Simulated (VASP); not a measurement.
# Si3Ge: relaxation of cell and atoms with PBE

The system is Si3Ge.

```
CELL_PARAMETERS angstrom
0.00000 5.50750 5.50750
5.50750 0.00000 5.50750
5.50750 5.50750 0.00000
ATOMIC_POSITIONS crystal
Si 0.00000 0.00000 0.00000
Si 0.00000 0.00000 0.50000
Si 0.00000 0.50000 0.00000
Si 0.00000 0.50000 0.50000
Si 0.12500 0.12500 0.62500
Si 0.12500 0.62500 0.12500
Si 0.12500 0.62500 0.62500
Si 0.50000 0.00000 0.00000
Si 0.50000 0.50000 0.00000
Si 0.50000 0.50000 0.50000
Si 0.62500 0.62500 0.12500
Si 0.62500 0.62500 0.62500
Ge 0.12500 0.12500 0.12500
Ge 0.50000 0.00000 0.50000
Ge 0.62500 0.12500 0.12500
Ge 0.62500 0.12500 0.62500
```

The cell comes from a database or a generator and needn't be the stable form of this composition.

```json
{"Program": "VASP 6.6.1", "Task": "relaxation of cell and atoms", "Functional": "PBE", "Potentials or basis": "VASP PAW PBE potentials, release 64 (Si, Ge_d)", "Cutoff": "400 eV", "k mesh": "6 × 6 × 6", "Occupations": "gaussian, width 0.01 eV", "Spin": "no spin polarisation", "Further INCAR settings": "ALGO = Normal; EDIFF = 1e-07; IBRION = 2; EDIFFG = -0.005; NSW = 40; ISIF = 3"}
```

| Property | Result |
| --- | --- |
| Relaxed volume | 21.13 Å³/atom |
| Relaxed cell | a = 7.820 Å, b = 7.820 Å, c = 7.818 Å, α = 60.00°, β = 60.01°, γ = 60.01° |
| Space group after relaxing (to 0.05 Å) | Cm (No. 8) |
| Energy gained by relaxing | 6.1 meV/atom |
| Ionic steps | 9 |
| Pressure after relaxing | 0.0 GPa |
| Largest force after relaxing | 0.005 eV/Å |
| Band gap on the k mesh | 0.52 eV, direct |

Forces in eV/Å, atoms in the order of the input:
```
Si   0.001 -0.002 -0.002
Si   0.002 -0.001 -0.002
Si   0.000  0.000 -0.003
Si   0.000  0.000 -0.003
Si  -0.001  0.001  0.001
Si   0.000  0.001  0.003
Si  -0.001  0.000  0.003
Si   0.000  0.000 -0.001
Si   0.000  0.000 -0.002
Si   0.000  0.000 -0.002
Si   0.001 -0.001  0.003
Si   0.000  0.000  0.002
Ge  -0.002  0.002  0.002
Ge   0.001 -0.001 -0.005
Ge  -0.002  0.000  0.002
Ge   0.000  0.002  0.002
```

The path:
```
step  energy change (eV)  largest force (eV/Å)  pressure (GPa)  volume (Å³)
   1              0.0000                0.5966            1.05       334.11
   2             -0.0867                0.1367           -0.62       340.80
   3             -0.0867                0.1287           -0.65       340.94
   4             -0.0968                0.0333            0.14       337.61
   5             -0.0971                0.0257            0.03       338.09
   6             -0.0971                0.0256            0.01       338.15
   7             -0.0973                0.0087           -0.01       338.20
   8             -0.0973                0.0073           -0.01       338.21
   9             -0.0973                0.0049            0.00       338.13
```

Final structure:
```yaml
crystal:
  lattice:
    - [-0.00130, 5.52975, 5.52983]
    - [5.52920, -0.00076, 5.52928]
    - [5.52845, 5.52845, 0.00000]
  atoms:
    - { symbol: Si, position: [0.00316, 0.99676, 0.99698] }
    - { symbol: Si, position: [0.00316, 0.99676, 0.50310] }
    - { symbol: Si, position: [0.99860, 0.50471, 0.99834] }
    - { symbol: Si, position: [0.99988, 0.50016, 0.49998] }
    - { symbol: Si, position: [0.12031, 0.12650, 0.62660] }
    - { symbol: Si, position: [0.12496, 0.62499, 0.12483] }
    - { symbol: Si, position: [0.12496, 0.62499, 0.62522] }
    - { symbol: Si, position: [0.50147, 0.99537, 0.00158] }
    - { symbol: Si, position: [0.49835, 0.50473, 0.99830] }
    - { symbol: Si, position: [0.49835, 0.50473, 0.49861] }
    - { symbol: Si, position: [0.62520, 0.62497, 0.12492] }
    - { symbol: Si, position: [0.62654, 0.62029, 0.62659] }
    - { symbol: Ge, position: [0.12495, 0.12514, 0.12495] }
    - { symbol: Ge, position: [0.49677, 0.99656, 0.50334] }
    - { symbol: Ge, position: [0.62668, 0.12666, 0.12007] }
    - { symbol: Ge, position: [0.62668, 0.12666, 0.62659] }
```

Levels at points of the mesh, in eV from the valence-band top:
```tsv
k point	band 48	band 49	band 50	band 51	band 52	band 53	band 54	band 55	band 56	band 57
(0.00, 0.00, 0.00)	-1.16	-1.16	-0.04	-0.01	0.00	0.52	0.57	0.59	0.76	0.81
(0.50, 0.00, 0.00)	-2.15	-0.90	-0.90	-0.72	-0.68	1.25	1.44	1.44	1.50	1.50
(0.00, 0.50, 0.00)	-2.06	-0.99	-0.99	-0.64	-0.62	1.28	1.29	1.30	1.48	1.55
(0.00, 0.00, 0.50)	-2.19	-0.82	-0.81	-0.80	-0.78	1.32	1.34	1.46	1.49	1.56
(0.50, 0.50, 0.00)	-1.91	-1.47	-1.38	-1.38	-1.22	1.01	1.11	2.17	2.28	2.29
(0.00, 0.50, 0.50)	-1.86	-1.46	-1.36	-1.34	-1.28	1.00	1.11	2.16	2.28	2.30
```

It took 71 min on 1 thread of Intel(R) Xeon(R) 6975P-C (Granite Rapids) (shared host), peak memory 0.88 GiB.

A k mesh can miss the band edges. As with any semilocal functional, this PBE gap is likely too small.
